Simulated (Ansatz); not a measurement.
MoS2 under changes of volume

One of the cells (17.750 Å³/atom); the others are scaled copies at fixed shape and fractional positions:

```
CELL_PARAMETERS angstrom
1.58550 0.91539 6.11500
-1.58550 0.91539 6.11500
0.00000 -1.83078 6.11500
ATOMIC_POSITIONS crystal
Mo 0.00000 0.00000 0.00000
S 0.25000 0.25000 0.25000
S 0.75000 0.75000 0.75000
```

Measurements of this composition are mostly on another form, of space group No. 194.

| Quantity | Value |
| --- | --- |
| Program | Ansatz 0.2.0 |
| Functional | LDA |
| Potentials or basis | Ansatz PAW |
| Cutoff | 420 eV (not typed: the program's choice for these potentials) |
| k mesh | 10 × 10 × 10 |
| Occupations | fermi-dirac, width 0.05 eV |
| Spin | no spin polarisation |

```tsv
volume (Å³/atom)	energy over the lowest point (meV/atom)	pressure (GPa)	largest force (eV/Å)
16.685	?	?	?
17.040	14.93	6.9	1.339
17.395	3.68	3.3	0.943
17.750	0.00	0.1	0.576
18.105	3.13	-2.8	0.236
18.460	12.39	-5.4	0.080
18.815	27.13	-7.8	0.373
```

Question: What does the run at 16.685 Å³/atom give?

Answer: Energy over the lowest point 34.62 meV/atom; pressure 10.9 GPa; largest force 1.766 eV/Å.

Worked out: A Birch-Murnaghan fit of order 3 (a polynomial in V^(-2/3)) to the other rows has its minimum at 17.76 Å³/atom with B0 = V·E''(V) = 153 GPa and B' = 4.4 at fixed shape and positions, which overstates the stiffness. It gives 34.63 meV/atom at 16.685 Å³/atom, against the run's 34.62, and -dE/dV = 10.9 GPa, against 10.9.

Energies are extrapolated to zero smearing.

Caveats: the cell's inner coordinates are idealised or old, which leaves forces on the atoms; the PAW data sets come from PBE, with cores solved anew for the run's functional, which leaves a small shift of forces and pressure.
